**Bias dependence of simulated STM images of Ru-terminated AlRu(111)**

The table holds Tersoff-Hamann image quantities (mean density 3 Å above the top atom, contrast, corrugation, brightest site, apparent barrier) for eight cumulative bias windows of one 15-atom slab, from plane-wave PAW PBE without spin polarisation. The program subtracts rows to obtain single energy slices, splits density ratios into state count, top-plane share and remainder, and applies one parameter-free estimate, vacuum decay $\rho\propto e^{-2\kappa z}$. The corrugation follows $\ln(\text{bright}/\text{dark})/2\kappa$ to within about 5 %, low in every row. The barrier exceeds the work function less the mean state energy by about 0.3 eV in six rows and 0.6 eV at $+0.25$ and $+0.5$ V. Decay scaled by energy alone overestimates the density per top-Ru state by about a factor of two in the deepest and the highest slice.

Ansatz 0.2.0, scalar-relativistic PBE with plane-wave PAW, for a 15-layer Ru-terminated AlRu(111) slab: cutoff 420 eV, 18 × 18 × 1 k mesh, Gaussian smearing 0.1 eV, no spin polarisation. Bias is counted from the Fermi level and height from the topmost nucleus. The tip height is 3 Å except where a column states another, and the corrugation is for the contour at the plane's mean density.

## Numerical check

```python
# Table: Tersoff-Hamann STM images of Ru-terminated AlRu(111), Ansatz 0.2.0, plane-wave PAW, PBE,
# no spin, tip 3 A; bias windows cumulative from the Fermi level.
# Worked out: single-window densities, ratios, and one estimate, vacuum decay rho ~ exp(-2 kappa z).
T = {
    'bias': [-2.0, -1.0, -0.5, -0.25, 0.25, 0.5, 1.0, 1.5],  # V
    'image_log10_mean_density': [-3.286, -3.343, -3.484, -3.703, -3.939, -3.79, -3.437, -3.309],  # log10 of e/angstrom^3
    'image_bright_over_dark': [2.259, 2.501, 2.317, 2.271, 2.161, 2.21, 1.662, 1.555],
    'image_corrugation': [0.344, 0.402, 0.378, 0.371, 0.35, 0.364, 0.246, 0.211],  # angstrom
    'image_brightest_over': ['Ru', 'Ru', 'Ru', 'Ru', 'Ru', 'Ru', 'Ru', 'Ru'],
    'image_apparent_barrier_at_4_angstrom': [5.384, 5.251, 5.108, 4.979, 5.089, 5.021, 4.431, 4.195],  # eV
}
import numpy as np
from scipy.constants import hbar, m_e, e
V = np.array(T['bias'], float)
rho = 10**np.array(T['image_log10_mean_density'], float) * 1e4   # 1e-4 e/A^3
bd = np.array(T['image_bright_over_dark'], float)
cor = np.array(T['image_corrugation'], float)
bar = np.array(T['image_apparent_barrier_at_4_angstrom'], float)
# typed from further outputs of the same run (windows in the order of the rows)
phi, a, z, dtop, dbulk = 4.590566, 4.231, 3.0, 0.688, 0.864
nst = np.array([17.51235, 11.28395, 6.814815, 4.641975, 3.975309, 1.734568, 2.32716, 2.777778])
top = np.array([0.0819, 0.1102, 0.1383, 0.1945, 0.1644, 0.1359, 0.1994, 0.1592])
lev = [317, 207, 125, 88, 72, 33, 47, 52]
c = np.sqrt(2*m_e*e)/hbar*1e-10            # kappa = c*sqrt(barrier), 1/A
inner = [1, 2, 3, None, None, 4, 5, 6]     # row with the next smaller |V|
def added(x):
    return np.array([x[i] - (0.0 if j is None else x[j]) for i, j in enumerate(inner)])
lo = np.array([0.0 if j is None else V[j] for j in inner])
mid, dr = (V + lo)/2, added(rho)
rel = np.log(10)*0.0005
err = np.array([rel*(rho[i] + (0 if j is None else rho[j]))/dr[i] for i, j in enumerate(inner)])
cum = lambda x: np.array([x[i:4].sum() if i < 4 else x[4:i+1].sum() for i in range(8)])
Em = cum(dr*mid)/rho
exc = bar - (phi - Em)
est = np.log(bd)/(2*c*np.sqrt(bar))
print(f"work function {phi:.3f} eV; rounding: density {100*rel:.2f} %, corrugation 0.0005 A")
print("bias V | density 1e-4 e/A^3 | mean E eV | barrier-phi | barrier-(phi-E) eV")
for i in range(8):
    print(f"{V[i]:+.2f} | {rho[i]:.3f} | {Em[i]:+.2f} | {bar[i]-phi:+.2f} | {exc[i]:+.2f}")
print("bias V | 2kappa 1/A | ln(bright/dark)/2kappa A | corrugation A | error %")
for i in range(8):
    print(f"{V[i]:+.2f} | {2*c*np.sqrt(bar[i]):.3f} | {est[i]:.3f} | {cor[i]:.3f} | {100*(est[i]/cor[i]-1):+.1f}")
w = np.argmax(abs(est/cor - 1))
print(f"worst corrugation estimate at {V[w]:+.2f} V")
per = dr/(nst*top)
dec = np.exp(-2*c*np.sqrt(phi - mid)*z)
print("window eV | added density (rounding %) | states | top-Ru states | levels | density per")
print("  top-Ru state, relative to [-0.25,0] | energy-only decay, same reference")
for i in range(8):
    print(f"[{min(lo[i],V[i]):+.2f},{max(lo[i],V[i]):+.2f}] | {dr[i]:.3f} ({100*err[i]:.1f}) | {nst[i]:.2f}"
          f" | {nst[i]*top[i]:.3f} | {lev[i]} | {per[i]/per[3]:.2f} | {dec[i]/dec[3]:.2f}")
r4 = rho*np.exp(-2*c*np.sqrt(bar)*1.0)
b3, b4 = (added(rho*np.sqrt(bar))/dr)**2, (added(r4*np.sqrt(bar))/added(r4))**2
print("rough window barriers eV, 3 A weights:", " ".join(f"{x:.2f}" for x in b3))
print("same, weights carried to 4 A:         ", " ".join(f"{x:.2f}" for x in b4))
print("phi minus window midpoint eV:         ", " ".join(f"{x:.2f}" for x in phi - mid))
N = cum(nst)
for f, m in [(3, 4), (2, 5), (1, 6)]:
    print(f"filled/empty at {V[m]:.2f} V: density {rho[f]/rho[m]:.2f}, states {N[f]:.2f}/{N[m]:.2f} = {N[f]/N[m]:.2f}")
def split(n, d, name):
    s, t = nst[n]/nst[d], top[n]/top[d]
    print(f"{name}: density x{dr[n]/dr[d]:.2f}, states x{s:.2f}, share x{t:.2f}, "
          f"left x{dr[n]/dr[d]/s/t:.2f}, energy x{dec[n]/dec[d]:.2f}")
split(3, 4, "[-0.25,0] over [0,0.25]")
split(6, 5, "[0.5,1] over [0.25,0.5]")
split(0, 3, "[-2,-1] over [-0.25,0]")
print(f"-1 to -2 V: density {100*(rho[0]/rho[1]-1):+.1f} %, states {100*(N[0]/N[1]-1):+.0f} %")
print(f"+0.5 to +1 V: density x{rho[6]/rho[5]:.2f}, barrier {bar[6]-bar[5]:+.2f} eV, "
      f"corrugation {100*(cor[6]/cor[5]-1):+.0f} %")
print(f"barrier change -0.25 to -2 V {bar[0]-bar[3]:+.2f} eV, +0.25 to +1.5 V {bar[7]-bar[4]:+.2f} eV")
print(f"lateral kinetic energy at zone boundary M: {(2*np.pi/(np.sqrt(3)*a)/c)**2:.2f} eV")
print(f"top spacing {100*(dtop/dbulk-1):+.0f} % of bulk; top Ru to next Al {np.hypot(a/np.sqrt(3), dtop):.2f} A")
assert (dr > 0).all() and all(rho[f] > rho[m] for f, m in [(3, 4), (2, 5), (1, 6)])
assert (exc > 0).all() and min(exc[4], exc[5]) > np.delete(exc, [4, 5]).max()
assert abs(est/cor - 1).max() < 0.10
assert bd[6:].max() < bd[:6].min() and set(T['image_brightest_over']) == {'Ru'}
```

It prints:

```
work function 4.591 eV; rounding: density 0.12 %, corrugation 0.0005 A
bias V | density 1e-4 e/A^3 | mean E eV | barrier-phi | barrier-(phi-E) eV
-2.00 | 5.176 | -0.51 | +0.79 | +0.28
-1.00 | 4.539 | -0.37 | +0.66 | +0.29
-0.50 | 3.281 | -0.22 | +0.52 | +0.29
-0.25 | 1.982 | -0.12 | +0.39 | +0.26
+0.25 | 1.151 | +0.12 | +0.50 | +0.62
+0.50 | 1.622 | +0.20 | +0.43 | +0.63
+1.00 | 3.656 | +0.50 | -0.16 | +0.35
+1.50 | 4.909 | +0.70 | -0.40 | +0.30
bias V | 2kappa 1/A | ln(bright/dark)/2kappa A | corrugation A | error %
-2.00 | 2.378 | 0.343 | 0.344 | -0.4
-1.00 | 2.348 | 0.390 | 0.402 | -2.9
-0.50 | 2.316 | 0.363 | 0.378 | -4.0
-0.25 | 2.286 | 0.359 | 0.371 | -3.3
+0.25 | 2.311 | 0.333 | 0.350 | -4.8
+0.50 | 2.296 | 0.345 | 0.364 | -5.1
+1.00 | 2.157 | 0.236 | 0.246 | -4.3
+1.50 | 2.099 | 0.210 | 0.211 | -0.3
worst corrugation estimate at +0.50 V
window eV | added density (rounding %) | states | top-Ru states | levels | density per
  top-Ru state, relative to [-0.25,0] | energy-only decay, same reference
[-2.00,-1.00] | 0.637 (1.8) | 17.51 | 1.434 | 317 | 0.20 | 0.40
[-1.00,-0.50] | 1.258 (0.7) | 11.28 | 1.243 | 207 | 0.46 | 0.65
[-0.50,-0.25] | 1.299 (0.5) | 6.81 | 0.942 | 125 | 0.63 | 0.84
[-0.25,+0.00] | 1.982 (0.1) | 4.64 | 0.903 | 88 | 1.00 | 1.00
[+0.00,+0.25] | 1.151 (0.1) | 3.98 | 0.654 | 72 | 0.80 | 1.20
[+0.25,+0.50] | 0.471 (0.7) | 1.73 | 0.236 | 33 | 0.91 | 1.44
[+0.50,+1.00] | 2.034 (0.3) | 2.33 | 0.464 | 47 | 2.00 | 1.92
[+1.00,+1.50] | 1.253 (0.8) | 2.78 | 0.442 | 52 | 1.29 | 2.88
rough window barriers eV, 3 A weights: 6.38 5.63 5.31 4.98 5.09 4.86 3.99 3.54
same, weights carried to 4 A:          6.71 5.68 5.32 4.98 5.09 4.87 4.08 3.66
phi minus window midpoint eV:          6.09 5.34 4.97 4.72 4.47 4.22 3.84 3.34
filled/empty at 0.25 V: density 1.72, states 4.64/3.98 = 1.17
filled/empty at 0.50 V: density 2.02, states 11.46/5.71 = 2.01
filled/empty at 1.00 V: density 1.24, states 22.74/8.04 = 2.83
[-0.25,0] over [0,0.25]: density x1.72, states x1.17, share x1.18, left x1.25, energy x0.84
[0.5,1] over [0.25,0.5]: density x4.32, states x1.34, share x1.47, left x2.19, energy x1.33
[-2,-1] over [-0.25,0]: density x0.32, states x3.77, share x0.42, left x0.20, energy x0.40
-1 to -2 V: density +14.0 %, states +77 %
+0.5 to +1 V: density x2.25, barrier -0.59 eV, corrugation -32 %
barrier change -0.25 to -2 V +0.41 eV, +0.25 to +1.5 V -0.89 eV
lateral kinetic energy at zone boundary M: 2.80 eV
top spacing -20 % of bulk; top Ru to next Al 2.54 A
```
